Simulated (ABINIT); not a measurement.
# BN (P6_3mc) in ABINIT: convergence with cutoff

Aim: find how far cutoff must go before the results for BN settle, at LDA. This setting moves, with any that are tied to it; all else stays.

All numbers are computed with ABINIT 10.8.3 (patched build); they aren't measurements. Logs are shortened: lines on timing, memory, paths and dates and some standing lists are left out, and cuts for length are marked. The log counts tension as positive stress, the text compression.

## (1) The crystal as given

The structure is hexagonal, space group P6_3mc (No. 186). The conventional cell has a = 2.554 Å, b = 2.554 Å, c = 4.227 Å, α = 90.00°, β = 90.00°, γ = 120.00°. Around N (site symmetry 3m) lie 4 B at 1.57 to 1.58 Å. B (site symmetry 3m) has 4 N at 1.57 to 1.58 Å as nearest neighbours.

Measurements of this composition are mostly on another form, of space group No. 194.

## (2) With cutoff 10.5 Ha

run.abi

```
# Pseudopotentials
pp_dirpath "./"
pseudos "N.LDA_PW-JTH.xml, B.LDA_PW-JTH.xml"

# Structure
acell 2.5539396017 2.5539396017 4.226855 Angstrom
rprim
     1.0000000000     0.0000000000     0.0000000000
    -0.5000000000     0.8660254038     0.0000000000
     0.0000000000     0.0000000000     1.0000000000
ntypat 2
znucl 7 5
natom 4
typat 1 1 2 2
xred
     0.3333333333     0.6666666667     0.1252760000
     0.6666666667     0.3333333333     0.6252760000
     0.3333333333     0.6666666667     0.4997240000
     0.6666666667     0.3333333333     0.9997240000

# Plane-wave basis
ecut 285.719556 eV
pawecutdg 63.6

# k points
kptopt 1
ngkpt 12 12 6
nshiftk 1
shiftk 0.0 0.0 0.0

# Exchange and correlation
ixc 7

# Bands and occupations
nband 12
occopt 7
tsmear 0.1 eV

# SCF cycle
nstep 100
tolvrs 1.0e-9

# Output
iomode 3
prtwf 0
prtden 0
prteig 0
prtebands 0
```

Potentials or basis: JTH PAW LDA v2.0.

Command:

```bash
$ abinit run.abi > log 2>&1
```

run.abo:

```text
.Version 10.8.3 of ABINIT
 Symmetries : space group P6_3 m c (#186); Bravais hP (primitive hexag.)
================================================================================
 Values of the parameters that define the memory need of the present run
     intxc =       0    ionmov =       0      iscf =      17    lmnmax =       8
     lnmax =       4     mgfft =      24  mpssoang =       2    mqgrid =    3001
     natom =       4  nloc_mem =       2    nspden =       1   nspinor =       1
    nsppol =       1      nsym =      12    n1xccc =       1    ntypat =       2
    occopt =       7   xclevel =       1
       mpw =         276          nfft =        6144          nkpt =          76
 PAW method is used; the additional fine FFT grid is defined by:
   mgfftf=        60    nfftf =     77760
================================================================================
================================================================================

--------------------------------------------------------------------------------
------------- Echo of variables that govern the present computation ------------
--------------------------------------------------------------------------------
 -outvars: echo values of preprocessed input variables --------
            acell      4.8262463893E+00  4.8262463893E+00  7.9875983239E+00 Bohr
              amu      1.40067400E+01  1.08110000E+01
             ecut      1.05000000E+01 Hartree
                       outvar_i_n : Printing only first  50 k-points.
              ixc           7
                       outvar_i_n : Printing only first  50 k-points.
         kptrlatt       12    0    0      0   12    0      0    0    6
          kptrlen      4.79255899E+01
            natom           4
            nband          12
            ngfft          16      16      24
          ngfftdg          36      36      60
             nkpt          76
            nstep         100
             nsym          12
           ntypat           2
                       prtocc : prtvol=0, do not print more k-points.
           occopt           7
        pawecutdg      6.36000000E+01 Hartree
           prtden           0
        prtebands           0
           prteig           0
            prtwf           0
            rprim      1.0000000000E+00  0.0000000000E+00  0.0000000000E+00
                      -5.0000000000E-01  8.6602540380E-01  0.0000000000E+00
                       0.0000000000E+00  0.0000000000E+00  1.0000000000E+00
          spgroup         186
           tolvrs      1.00000000E-09
           tsmear      3.67493222E-03 Hartree
            typat      1  1  2  2
           useylm           1
                       outvars : Printing only first  50 k-points.
           xangst      4.0451971358E-17  1.4745177166E+00  5.2952348698E-01
                       1.2769698009E+00  7.3725885828E-01  2.6429509870E+00
                       4.0451971358E-17  1.4745177166E+00  2.1122608880E+00
                       1.2769698009E+00  7.3725885828E-01  4.2256883880E+00
            xcart      7.6443147120E-17  2.7864346521E+00  1.0006543676E+00
                       2.4131231947E+00  1.3932173261E+00  4.9944535296E+00
[... 157 lines left out ...]
    3      0.00000000000000     0.00000000000000     0.00023375700042
    4     -0.00000000000000     0.00000000000000     0.00023375700042
 frms,max,avg= 1.3495967E-04 2.3375700E-04   0.000E+00  0.000E+00 -7.015E-06 h/b

 cartesian forces (eV/Angstrom) at end:
    1      0.00000000000000     0.00000000000000    -0.01202026825657
    2     -0.00000000000000    -0.00000000000000    -0.01202026825657
    3      0.00000000000000     0.00000000000000     0.01202026825657
    4     -0.00000000000000     0.00000000000000     0.01202026825657
 frms,max,avg= 6.9399051E-03 1.2020268E-02   0.000E+00  0.000E+00 -3.607E-04 e/A
 length scales=  4.826246389323  4.826246389323  7.987598323924 bohr
              =  2.553939601700  2.553939601700  4.226855000000 angstroms
 Fermi (or HOMO) energy (hartree) =   0.37041   Average Vxc (hartree)=  -0.48031
 Eigenvalues (hartree) for nkpt=  76  k points:
 kpt#   1, nband= 12, wtk=  0.00116, kpt=  0.0000  0.0000  0.0000 (reduced coord)
  -0.43762   -0.28967   -0.08163    0.23921    0.23921    0.31438    0.32675    0.32675
   0.62194    0.62194    0.62720    0.65517
      occupation numbers for kpt#   1
   2.00000    2.00000    2.00000    2.00000    2.00000    2.00000    2.00000    2.00000
   0.00000    0.00000    0.00000    0.00000
 prteigrs : prtvol=0 or 1, do not print more k-points.

--- !EnergyTerms
iteration_state     : {dtset: 1, }
comment             : Components of total free energy in Hartree
kinetic             :  1.53972800675989E+01
hartree             :  3.40404442731853E+00
xc                  : -7.78374287700416E+00
Ewald energy        : -2.62144470554556E+01
psp_core            :  1.40459921114164E+00
local_psp           : -1.47707406354137E+01
PAW spherical_terms :  2.78038976511368E+00
internal            : -2.57826170967008E+01
'-kT*entropy'       : -5.93512660962580E-18
total_energy        : -2.57826170967008E+01
total_energy_eV     : -7.01580752250558E+02
...

--- !EnergyTermsDC
iteration_state     : {dtset: 1, }
comment             : '"Double-counting" decomposition of free energy'
band_energy         :  3.36899967572281E-01
Ewald energy        : -2.62144470554556E+01
psp_core            :  1.40459921114164E+00
xc_dc               : -1.78426474585371E+00
PAW spherical_terms :  4.74594307352125E-01
internal            : -2.57826183152433E+01
'-kT*entropy'       : -5.93512660962580E-18
total_energy_dc     : -2.57826183152433E+01
total_energy_dc_eV  : -7.01580785408789E+02
...

--- !EnergyTermsWithPAWCore
iteration_state     : {dtset: 1, }
comment             : 'Components of total free energy, including PAW core contributions'
Total energy        : -1.57988928257673E+02
Total energy DC     : -1.57988929476216E+02
Total energy (eV)   : -4.29909774940812E+03
Total energy DC (eV): -4.29909778256635E+03
...

 Cartesian components of stress tensor (hartree/bohr^3)
  sigma(1 1)=  3.65447368E-03  sigma(3 2)=  0.00000000E+00
  sigma(2 2)=  3.65447368E-03  sigma(3 1)=  0.00000000E+00
  sigma(3 3)=  3.65468925E-03  sigma(2 1)=  0.00000000E+00

-Cartesian components of stress tensor (GPa)         [Pressure= -1.0752E+02 GPa]
- sigma(1 1)=  1.07518328E+02  sigma(3 2)=  0.00000000E+00
- sigma(2 2)=  1.07518328E+02  sigma(3 1)=  0.00000000E+00
- sigma(3 3)=  1.07524670E+02  sigma(2 1)=  0.00000000E+00

== END DATASET(S) ==============================================================
================================================================================

 -outvars: echo values of variables after computation  --------
            acell      4.8262463893E+00  4.8262463893E+00  7.9875983239E+00 Bohr
           etotal     -2.5782618315E+01
            fcart      5.5791706555E-28  3.8653628157E-28 -2.3375700042E-04
                      -7.8108389177E-28 -3.8653628157E-28 -2.3375700042E-04
                       3.3475023933E-28  0.0000000000E+00  2.3375700042E-04
                      -1.1158341311E-28  0.0000000000E+00  2.3375700042E-04
            rprim      1.0000000000E+00  0.0000000000E+00  0.0000000000E+00
                      -5.0000000000E-01  8.6602540380E-01  0.0000000000E+00
                       0.0000000000E+00  0.0000000000E+00  1.0000000000E+00
           strten      3.6544736797E-03  3.6544736793E-03  3.6546892491E-03
                       0.0000000000E+00  0.0000000000E+00  0.0000000000E+00
           xangst      4.0451971358E-17  1.4745177166E+00  5.2952348698E-01
                       1.2769698009E+00  7.3725885828E-01  2.6429509870E+00
                       4.0451971358E-17  1.4745177166E+00  2.1122608880E+00
                       1.2769698009E+00  7.3725885828E-01  4.2256883880E+00
             xred      3.3333333333E-01  6.6666666667E-01  1.2527600000E-01
                       6.6666666667E-01  3.3333333333E-01  6.2527600000E-01
                       3.3333333333E-01  6.6666666667E-01  4.9972400000E-01
                       6.6666666667E-01  3.3333333333E-01  9.9972400000E-01
 Calculation completed.
```

Wall time 6.1 s (1 thread of Arm Neoverse V2, shared host); peak memory 0.07 GiB.

Results:

- Free energy: -701.5808 eV
- Largest force: 0.012 eV/Å
- Band gap on the k mesh: 4.76 eV, indirect (least direct gap 7.87 eV)
- Valence electrons inside the program's atomic spheres: N 2.60; B 2.08

## (3) With cutoff 13 Ha

Edit run.abi of step 2 so:

```diff
@@ -21,3 +21,3 @@
 # Plane-wave basis
-ecut 285.719556 eV
+ecut 353.748021 eV
 pawecutdg 63.6
```

Potentials or basis: JTH PAW LDA v2.0.

Command:

```bash
$ abinit run.abi > log 2>&1
```

It took 6.9 s on 1 thread of Arm Neoverse V2, shared host; peak memory 0.08 GiB.

The run converged. Its results:

* Free energy: -705.2407 eV
* Largest force: 0.014 eV/Å
* Band gap on the k mesh: 4.91 eV, indirect (least direct gap 8.00 eV)
* Valence electrons inside the program's atomic spheres: N 2.66; B 2.07

## (4) With cutoff 15.5 Ha

Edit run.abi of step 3 so:

```diff
@@ -21,3 +21,3 @@
 # Plane-wave basis
-ecut 353.748021 eV
+ecut 421.776487 eV
 pawecutdg 63.6
```

Command:

```bash
$ abinit run.abi > log 2>&1
```

Run time: 8.7 s. Hardware: 1 thread of Arm Neoverse V2, shared host; peak memory 0.08 GiB.

The run converged. Its results:

```
Free energy                                           : -707.1036 eV
Largest force                                         : 0.017 eV/Å
Band gap on the k mesh                                : 4.97 eV, indirect (least direct gap 8.10 eV)
Valence electrons inside the program's atomic spheres : N 2.67; B 2.07
```

## (5) With cutoff 18 Ha

Edit run.abi of step 4 so:

```diff
@@ -21,3 +21,3 @@
 # Plane-wave basis
-ecut 421.776487 eV
+ecut 489.804952 eV
 pawecutdg 63.6
```

Command:

```bash
$ abinit run.abi > log 2>&1
```

It took 10 s on 1 thread of Arm Neoverse V2, shared host; peak memory 0.08 GiB.

Results (log left out):

```yaml
Free_energy: -707.8672 eV
Largest_force: 0.023 eV/Å
Band_gap_on_the_k_mesh: 4.98 eV, indirect (least direct gap 8.10 eV)
Valence_electrons_inside_the_program's_atomic_spheres: N 2.68; B 2.07
```

## (6) With cutoff 22 Ha

Edit run.abi of step 5 so:

```diff
@@ -21,3 +21,3 @@
 # Plane-wave basis
-ecut 489.804952 eV
+ecut 598.650497 eV
 pawecutdg 63.6
```

Potentials or basis: JTH PAW LDA v2.0.

Command:

```bash
$ abinit run.abi > log 2>&1
```

It took 17 s on 1 thread of Arm Neoverse V2, shared host; peak memory 0.09 GiB.

Results (log left out):

```
Free energy                                           : -708.2136 eV
Largest force                                         : 0.024 eV/Å
Band gap on the k mesh                                : 4.97 eV, indirect (least direct gap 8.10 eV)
Valence electrons inside the program's atomic spheres : N 2.68; B 2.07
```

## (7) With cutoff 26 Ha

Edit run.abi of step 6 so:

```diff
@@ -21,3 +21,3 @@
 # Plane-wave basis
-ecut 598.650497 eV
+ecut 707.496042 eV
 pawecutdg 63.6
```

Command:

```bash
$ abinit run.abi > log 2>&1
```

It took 19 s on 1 thread of Arm Neoverse V2, shared host; peak memory 0.09 GiB.

Results (log left out):

```yaml
Free_energy: -708.2651 eV
Pressure: -13.9 GPa
Largest_force: 0.023 eV/Å
Band_gap_on_the_k_mesh: 4.97 eV, indirect (least direct gap 8.10 eV)
Valence_electrons_inside_the_program's_atomic_spheres: N 2.67; B 2.07
```

## (8) With cutoff 30 Ha

Edit run.abi of step 7 so:

```diff
@@ -21,3 +21,3 @@
 # Plane-wave basis
-ecut 707.496042 eV
+ecut 816.341587 eV
 pawecutdg 63.6
```

Command:

```bash
$ abinit run.abi > log 2>&1
```

Run time: 21 s. Hardware: 1 thread of Arm Neoverse V2, shared host; peak memory 0.1 GiB.

Results (log left out):

```
Free energy                                           : -708.2674 eV
Pressure                                              : -13.9 GPa
Largest force                                         : 0.023 eV/Å
Band gap on the k mesh                                : 4.97 eV, indirect (least direct gap 8.10 eV)
Valence electrons inside the program's atomic spheres : N 2.67; B 2.07
```

## (9) With cutoff 35 Ha

Edit run.abi of step 8 so:

```diff
@@ -21,3 +21,3 @@
 # Plane-wave basis
-ecut 816.341587 eV
+ecut 952.398519 eV
 pawecutdg 63.6
```

Potentials or basis: JTH PAW LDA v2.0.

Command:

```bash
$ abinit run.abi > log 2>&1
```

It took 31 s on 1 thread of Arm Neoverse V2, shared host; peak memory 0.11 GiB.

Results (log left out):

```
Free energy                                           : -708.2784 eV
Pressure                                              : -14.3 GPa
Largest force                                         : 0.023 eV/Å
Band gap on the k mesh                                : 4.97 eV, indirect (least direct gap 8.10 eV)
Valence electrons inside the program's atomic spheres : N 2.67; B 2.07
```

## (10) With cutoff 41.5 Ha

Edit run.abi of step 9 so:

```diff
@@ -21,3 +21,3 @@
 # Plane-wave basis
-ecut 952.398519 eV
+ecut 1129.272529 eV
 pawecutdg 63.6
```

Command:

```bash
$ abinit run.abi > log 2>&1
```

It took 37 s on 1 thread of Arm Neoverse V2, shared host; peak memory 0.12 GiB.

The run converged. Its results:

```yaml
Free_energy: -708.2949 eV
Pressure: -14.2 GPa
Largest_force: 0.023 eV/Å
Band_gap_on_the_k_mesh: 4.97 eV, indirect (least direct gap 8.10 eV)
Valence_electrons_inside_the_program's_atomic_spheres: N 2.67; B 2.07
```

## (11) Summary

| cutoff | energy less the tightest run, at zero smearing (meV/atom) | largest force (eV/Å) | gap on the mesh (eV) | SCF cycles | CPU time (s) | peak memory (GiB) |
| --- | --- | --- | --- | --- | --- | --- |
| 10.5 Ha | 1678.53 | 0.012 | 4.765 | 11 | 6.1 | 0.07 |
| 13 Ha | 763.54 | 0.014 | 4.905 | 10 | 6.9 | 0.08 |
| 15.5 Ha | 297.82 | 0.017 | 4.974 | 9 | 8.7 | 0.08 |
| 18 Ha | 106.92 | 0.023 | 4.977 | 9 | 10 | 0.08 |
| 22 Ha | 20.33 | 0.024 | 4.971 | 10 | 17 | 0.09 |
| 26 Ha | 7.45 | 0.023 | 4.971 | 9 | 19 | 0.09 |
| 30 Ha | 6.86 | 0.023 | 4.971 | 9 | 21 | 0.1 |
| 35 Ha | 4.11 | 0.023 | 4.973 | 10 | 31 | 0.11 |
| 41.5 Ha | 0.00 | 0.023 | 4.973 | 9 | 37 | 0.12 |

Against the tightest run, the largest force stays within 0.005 eV/Å from 18 Ha on; the gap on the mesh stays within 0.01 eV from 15.5 Ha on. Not settled before the last step: the energy (to 1 meV/atom). The tightest run that finished is the yardstick and may itself not be fully converged.
